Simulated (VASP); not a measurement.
NaCl:

```
Cl Na
1.0
     3.50219    0.00000    0.00000
     0.00000    3.50219    0.00000
     0.00000    0.00000    3.50219
Cl Na
1 1
Direct
  0.50000 0.50000 0.50000
  0.00000 0.00000 0.00000
```

Measurements of this composition are mostly on another form, of space group No. 225.

Base run:

```yaml
Program: VASP 6.6.1
Functional: HSE03
Potentials_or_basis: VASP PAW PBE potentials, release 64 (Cl, Na_pv)
Cutoff: 520 eV
k_mesh: 6 × 6 × 6
Occupations: gaussian, width 0.02 eV
Spin: no spin polarisation
```

Its results: band gap on the k mesh 5.05 eV, indirect (least direct gap 5.58 eV); pressure -0.4 GPa.

Problem. The run is repeated on the same cell with these changes: functional from HSE03 to HSE06. What comes out?

Solution. Band gap on the k mesh 5.31 eV, indirect (least direct gap 5.84 eV); pressure -0.5 GPa.

Caveats: the PAW data sets were made with another functional, which shifts forces and pressure a little.
